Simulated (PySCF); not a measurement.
Predicted microwave data (PBE0-D3(BJ)/def2-TZVP geometry optimisation, gas phase in PySCF 2.14.0) for one isomer of C2H2Cl2:

| Property | Result |
| --- | --- |
| Rotational constants | A = 53735, B = 1554, C = 1510 MHz |
| Dipole components | \|μa\| = 0.00 D, \|μb\| = 0.00 D, \|μc\| = 0.00 D |
| Inertial defect | 0.00 u·Å² |
| κ | -1.00 |

Question: Which candidate fits, each taken in the one conformer that was computed?
A. `Cl/C=C/Cl`
B. `Cl/C=C\Cl`

Answer: A. It is Cl/C=C/Cl, a near-prolate asymmetric top, point group C2h. The candidates at the same level (rigid rotor, commonest isotopes):

```tsv
SMILES	A (MHz)	B (MHz)	C (MHz)	μa (D)	μb (D)	μc (D)	Δ (u·Å²)	point group	rotor
Cl/C=C/Cl	53735	1554	1510	0.00	0.00	0.00	0.00	C2h	near-prolate asymmetric top
Cl/C=C\Cl	11840	2517	2076	0.00	1.81	0.00	0.00	C2v	near-prolate asymmetric top
```

`Cl/C=C\Cl` has A 78 % too low. No structure here is proved a minimum.
